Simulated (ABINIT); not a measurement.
# Al (Fm-3m) in ABINIT: notebook

The runs below take Al through equation of state, band structure, with revPBE, HCTH407, LDA-PZ, BP86+D3(BJ).

Program: ABINIT 10.8.3 (patched build). These are calculated values, not measurements. Logs are shortened: lines on timing, memory, paths and dates and some standing lists are left out, and cuts for length are marked. The log counts tension as positive stress, the text compression.

**Measured values to compare with.**

“The interpretation of polycrystalline coherent inelastic neutron scattering from aluminium”, 2013, pmc:3831299 quotes, for a bulk crystal of Al: bulk modulus 76.9 GPa.

The results are compared with them further down.

## Step 1: The structure

It takes space group Fm-3m (No. 225, cubic). Conventional cell: a = 4.050 Å, b = 4.050 Å, c = 4.050 Å, α = 90.00°, β = 90.00°, γ = 90.00°. Al (site symmetry m-3m) has 12 Al at 2.86 Å as nearest neighbours.

## Step 2: Equation of state, revPBE

Contents of run.abi:

```
# Datasets: one volume each
ndtset 7
getwfk -1
scalecart1 3*0.9795861087
scalecart2 3*0.9864848297
scalecart3 3*0.9932883884
scalecart4 3*1.0000000000
scalecart5 3*1.0066227096
scalecart6 3*1.0131594038
scalecart7 3*1.0196128224

# Pseudopotentials
pp_dirpath "./"
pseudos "Al.upf"

# Structure
acell 5.4112434042 5.4112434042 5.4112434042
rprim
     0.0000000000     0.7071067812     0.7071067812
     0.7071067812     0.0000000000     0.7071067812
     0.7071067812     0.7071067812     0.0000000000
ntypat 1
znucl 13
natom 1
typat 1
xred
     0.0000000000     0.0000000000     0.0000000000

# Plane-wave basis
ecut 20.0

# k points
kptopt 1
ngkpt 11 11 11
nshiftk 1
shiftk 0.0 0.0 0.0

# Exchange and correlation
ixc 14

# Bands and occupations
nband 6
occopt 3
tsmear 0.00183747

# SCF cycle
nstep 100
tolvrs 1.0e-10

# Output
iomode 3
prtwf 1
prtden 0
prteig 0
prtebands 0
```

Potentials or basis: PseudoDojo NC SR PBE v0.4.1 standard.

Launch:

```sh
$ abinit run.abi > log 2>&1
```

run.abo:

```text
.Version 10.8.3 of ABINIT
 DATASET    1 : space group Fm -3 m (#225); Bravais cF (face-center cubic)
================================================================================
 Values of the parameters that define the memory need for DATASET  1.
     intxc =       0    ionmov =       0      iscf =       7    lmnmax =       6
     lnmax =       6     mgfft =      24  mpssoang =       3    mqgrid =    3001
     natom =       1  nloc_mem =       1    nspden =       1   nspinor =       1
    nsppol =       1      nsym =      48    n1xccc =    2501    ntypat =       1
    occopt =       3   xclevel =       2
       mpw =         462          nfft =       13824          nkpt =          56
================================================================================
================================================================================
[... 61 lines left out ...]
 DATASET    7 : space group Fm -3 m (#225); Bravais cF (face-center cubic)
================================================================================
 Values of the parameters that define the memory need for DATASET  7.
     intxc =       0    ionmov =       0      iscf =       7    lmnmax =       6
     lnmax =       6     mgfft =      24  mpssoang =       3    mqgrid =    3001
     natom =       1  nloc_mem =       1    nspden =       1   nspinor =       1
    nsppol =       1      nsym =      48    n1xccc =    2501    ntypat =       1
    occopt =       3   xclevel =       2
       mpw =         532          nfft =       13824          nkpt =          56
================================================================================
================================================================================

--------------------------------------------------------------------------------
------------- Echo of variables that govern the present computation ------------
--------------------------------------------------------------------------------
 -outvars: echo values of preprocessed input variables --------
            acell      5.4112434042E+00  5.4112434042E+00  5.4112434042E+00 Bohr
              amu      2.69815390E+01
             ecut      2.00000000E+01 Hartree
           getwfk          -1
                       outvar_i_n : Printing only first  50 k-points.
              ixc          14
           jdtset        1    2    3    4    5    6    7
                       outvar_i_n : Printing only first  50 k-points.
         kptrlatt       11    0    0      0   11    0      0    0   11
          kptrlen1     5.83085676E+01
          kptrlen2     5.87192048E+01
          kptrlen3     5.91241776E+01
          kptrlen4     5.95236774E+01
          kptrlen5     5.99178855E+01
          kptrlen6     6.03069736E+01
          kptrlen7     6.06911048E+01
            natom           1
            nband           6
           ndtset           7
            ngfft          24      24      24
             nkpt          56
            nstep         100
             nsym          48
           ntypat           1
                       prtocc : prtvol=0, do not print more k-points.
           occopt           3
           prtden           0
        prtebands           0
           prteig           0
            rprim1     0.0000000000E+00  6.9267198023E-01  6.9267198023E-01
                       6.9267198023E-01  0.0000000000E+00  6.9267198023E-01
                       6.9267198023E-01  6.9267198023E-01  0.0000000000E+00
            rprim2     0.0000000000E+00  6.9755011263E-01  6.9755011263E-01
                       6.9755011263E-01  0.0000000000E+00  6.9755011263E-01
                       6.9755011263E-01  6.9755011263E-01  0.0000000000E+00
            rprim3     0.0000000000E+00  7.0236095512E-01  7.0236095512E-01
                       7.0236095512E-01  0.0000000000E+00  7.0236095512E-01
                       7.0236095512E-01  7.0236095512E-01  0.0000000000E+00
            rprim4     0.0000000000E+00  7.0710678120E-01  7.0710678120E-01
                       7.0710678120E-01  0.0000000000E+00  7.0710678120E-01
                       7.0710678120E-01  7.0710678120E-01  0.0000000000E+00
            rprim5     0.0000000000E+00  7.1178974407E-01  7.1178974407E-01
                       7.1178974407E-01  0.0000000000E+00  7.1178974407E-01
                       7.1178974407E-01  7.1178974407E-01  0.0000000000E+00
            rprim6     0.0000000000E+00  7.1641188486E-01  7.1641188486E-01
                       7.1641188486E-01  0.0000000000E+00  7.1641188486E-01
                       7.1641188486E-01  7.1641188486E-01  0.0000000000E+00
            rprim7     0.0000000000E+00  7.2097514092E-01  7.2097514092E-01
                       7.2097514092E-01  0.0000000000E+00  7.2097514092E-01
                       7.2097514092E-01  7.2097514092E-01  0.0000000000E+00
          spgroup         225
           tolvrs      1.00000000E-10
           tsmear      1.83747000E-03 Hartree
            typat      1
                       outvars : Printing only first  50 k-points.
            znucl       13.00000

================================================================================

 chkinp: Checking input parameters for consistency, jdtset=   1.

 chkinp: Checking input parameters for consistency, jdtset=   2.
[... 33 lines left out ...]
 getcut: wavevector=  0.0000  0.0000  0.0000  ngfft=  24  24  24
         ecut(hartree)=     20.000   => boxcut(ratio)=   2.24901

 getcut : COMMENT -
  Note that boxcut > 2.2 ; recall that boxcut=Gcut(box)/Gcut(sphere) = 2
  is sufficient for exact treatment of convolution.
  Such a large boxcut is a waste : you could raise ecut
  e.g. ecut=   25.290235 Hartrees makes boxcut=2

--- Pseudopotential description ------------------------------------------------
- pspini: atom type   1  psp file is ./Al.upf
12 -101130 2 -1 1876                          pspcod,pspxc,lmax,lloc,mmax
     nproj     2     2     2

   1.22442163E+01                                ecore*ucvol(ha*bohr**3)
--------------------------------------------------------------------------------

================================================================================

--- !BeginCycle
iteration_state: {dtset: 1, }
solver: {iscf: 7, nstep: 100, nline: 4, wfoptalg: 0, }
tolerances: {tolvrs: 1.00E-10, }
...
[... 127 lines left out ...]
 getcut: wavevector=  0.0000  0.0000  0.0000  ngfft=  24  24  24
         ecut(hartree)=     20.000   => boxcut(ratio)=   2.23328

 getcut : COMMENT -
  Note that boxcut > 2.2 ; recall that boxcut=Gcut(box)/Gcut(sphere) = 2
  is sufficient for exact treatment of convolution.
  Such a large boxcut is a waste : you could raise ecut
  e.g. ecut=   24.937751 Hartrees makes boxcut=2

--------------------------------------------------------------------------------

-inwffil : will read wavefunctions from disk file runo_DS1_WFK.nc

================================================================================
[... 132 lines left out ...]
 getcut: wavevector=  0.0000  0.0000  0.0000  ngfft=  24  24  24
         ecut(hartree)=     20.000   => boxcut(ratio)=   2.21799

 getcut : COMMENT -
  Note that boxcut > 2.2 ; recall that boxcut=Gcut(box)/Gcut(sphere) = 2
  is sufficient for exact treatment of convolution.
  Such a large boxcut is a waste : you could raise ecut
  e.g. ecut=   24.597297 Hartrees makes boxcut=2

--------------------------------------------------------------------------------

-inwffil : will read wavefunctions from disk file runo_DS2_WFK.nc

================================================================================
[... 132 lines left out ...]
 getcut: wavevector=  0.0000  0.0000  0.0000  ngfft=  24  24  24
         ecut(hartree)=     20.000   => boxcut(ratio)=   2.20310

 getcut : COMMENT -
  Note that boxcut > 2.2 ; recall that boxcut=Gcut(box)/Gcut(sphere) = 2
  is sufficient for exact treatment of convolution.
  Such a large boxcut is a waste : you could raise ecut
  e.g. ecut=   24.268230 Hartrees makes boxcut=2

--------------------------------------------------------------------------------

-inwffil : will read wavefunctions from disk file runo_DS3_WFK.nc

================================================================================
[... 521 lines left out ...]
-Cartesian components of stress tensor (GPa)         [Pressure= -4.4882E+00 GPa]
- sigma(1 1)=  4.48824060E+00  sigma(3 2)=  0.00000000E+00
- sigma(2 2)=  4.48824060E+00  sigma(3 1)=  0.00000000E+00
- sigma(3 3)=  4.48824060E+00  sigma(2 1)=  0.00000000E+00

== END DATASET(S) ==============================================================
================================================================================

 -outvars: echo values of variables after computation  --------
            acell      5.4112434042E+00  5.4112434042E+00  5.4112434042E+00 Bohr
           etotal1    -2.3176553476E+00
           etotal2    -2.3179485229E+00
           etotal3    -2.3180962695E+00
           etotal4    -2.3181132796E+00
           etotal5    -2.3180131562E+00
           etotal6    -2.3178082544E+00
           etotal7    -2.3175100276E+00
            fcart1    -0.0000000000E+00 -0.0000000000E+00 -0.0000000000E+00
            fcart2    -0.0000000000E+00 -0.0000000000E+00 -0.0000000000E+00
            fcart3    -0.0000000000E+00 -0.0000000000E+00 -0.0000000000E+00
            fcart4    -0.0000000000E+00 -0.0000000000E+00 -0.0000000000E+00
            fcart5    -0.0000000000E+00 -0.0000000000E+00 -0.0000000000E+00
            fcart6    -0.0000000000E+00 -0.0000000000E+00 -0.0000000000E+00
            fcart7    -0.0000000000E+00 -0.0000000000E+00 -0.0000000000E+00
            rprim1     0.0000000000E+00  6.9267198023E-01  6.9267198023E-01
                       6.9267198023E-01  0.0000000000E+00  6.9267198023E-01
                       6.9267198023E-01  6.9267198023E-01  0.0000000000E+00
[... 17 lines left out ...]
                       7.2097514092E-01  7.2097514092E-01  0.0000000000E+00
           strten1    -1.6530274976E-04 -1.6530274976E-04 -1.6530274976E-04
                       0.0000000000E+00  0.0000000000E+00  0.0000000000E+00
           strten2    -9.6885458062E-05 -9.6885458062E-05 -9.6885458062E-05
                       0.0000000000E+00  0.0000000000E+00  0.0000000000E+00
           strten3    -3.5405627421E-05 -3.5405627421E-05 -3.5405627421E-05
                       0.0000000000E+00  0.0000000000E+00  0.0000000000E+00
           strten4     1.9748288667E-05  1.9748288667E-05  1.9748288667E-05
                       0.0000000000E+00  0.0000000000E+00  0.0000000000E+00
           strten5     6.9128109839E-05  6.9128109839E-05  6.9128109839E-05
                       0.0000000000E+00  0.0000000000E+00  0.0000000000E+00
           strten6     1.1324983947E-04  1.1324983947E-04  1.1324983947E-04
                       0.0000000000E+00  0.0000000000E+00  0.0000000000E+00
           strten7     1.5255219735E-04  1.5255219735E-04  1.5255219735E-04
                       0.0000000000E+00  0.0000000000E+00  0.0000000000E+00
 Calculation completed.
```

It took 32 s on 1 thread of Arm Neoverse N1, shared host; peak memory 0.11 GiB.

What came out:

- Equilibrium volume: 16.48 Å³/atom
- Bulk modulus: 79 GPa
- Pressure derivative of the bulk modulus: 4.5

Energy against volume, from the lowest point:
```csv
volume (Å³/atom),energy (meV/atom)
15.607,12.46
15.939,4.48
16.271,0.46
16.603,0.00
16.935,2.72
17.267,8.30
17.599,16.42
```

Caveat: pressures at fixed basis lie under the slope of the energies; the potentials were made for another functional, which shifts forces and pressure.

## Step 3: Band structure, HCTH407

Contents of run.abi:

```
# Datasets: ground state, then fixed potential
ndtset 2

# Pseudopotentials
pp_dirpath "./"
pseudos "Al.GGA_PBE-JTH.xml"

# Structure
acell 3*1.0 Angstrom
rprim
     0.0000000000     2.0248050000     2.0248050000
     2.0248050000     0.0000000000     2.0248050000
     2.0248050000     2.0248050000     0.0000000000
ntypat 1
znucl 13
natom 1
typat 1
xred
     0.0000000000     0.0000000000     0.0000000000

# Plane-wave basis
ecut 20.0
pawecutdg 40.0

# Exchange and correlation
ixc 27

# Bands and occupations
occopt 3
tsmear 0.05 eV

# SCF cycle
nstep 100

# Output
iomode 3
prtwf 0
prteig 0
prtebands 0
enunit 2
prtden1 1

# Dataset 1
kptopt1 1
ngkpt1 11 11 11
nshiftk1 1
shiftk1 0.0 0.0 0.0
nband1 6
tolvrs1 1.0e-9

# Dataset 2: bands along G-X-W-K-G-L-U-W-L-K
iscf2 -2
getden2 1
nband2 10
nbdbuf2 2
tolwfr2 1.0e-12
kptopt2 -9
ndivsm2 5
prteig2 1
prtvol2 -3
kptbounds2
     0.0000000000     0.0000000000     0.0000000000
     0.5000000000     0.0000000000     0.5000000000
     0.5000000000     0.2500000000     0.7500000000
     0.3750000000     0.3750000000     0.7500000000
     0.0000000000     0.0000000000     0.0000000000
     0.5000000000     0.5000000000     0.5000000000
     0.6250000000     0.2500000000     0.6250000000
     0.5000000000     0.2500000000     0.7500000000
     0.5000000000     0.5000000000     0.5000000000
     0.3750000000     0.3750000000     0.7500000000
```

Potentials or basis: JTH PAW PBE v2.0.

Launch:

```sh
$ abinit run.abi > log 2>&1
```

Run time: 18 s. Hardware: 1 thread of Arm Neoverse N1, shared host; peak memory 0.11 GiB.

The run converged. Its results:

```
Free energy                                           : -57.5611 eV
Pressure                                              : -10.7 GPa
Band gap on the k mesh                                : none (metal or under the smearing width)
Valence electrons inside the program's atomic spheres : Al 0.67 (radii [1.0074] Å)
```

Levels at the corners of the path, in eV from the Fermi level:
```csv
point,band 1,band 2,band 3,band 4,band 5,band 6
Γ,-11.09,12.77,12.77,12.77,14.42,14.42
X,-2.87,-1.72,5.22,5.76,5.76,9.09
W,-0.79,-0.79,-0.33,1.64,15.93,15.93
K,-1.83,-1.58,-0.21,6.73,8.22,15.76
Γ,-11.09,12.77,12.77,12.77,14.42,14.42
L,-4.81,-4.11,11.32,11.32,11.90,11.90
U,-1.83,-1.58,-0.21,6.73,8.22,15.76
W,-0.79,-0.79,-0.33,1.64,15.93,15.93
L,-4.81,-4.11,11.32,11.32,11.90,11.90
K,-1.83,-1.58,-0.21,6.73,8.22,15.76
```

Caveat: the PAW data sets were made with another functional, which shifts forces and pressure a little.

[end of part 1 of 2]
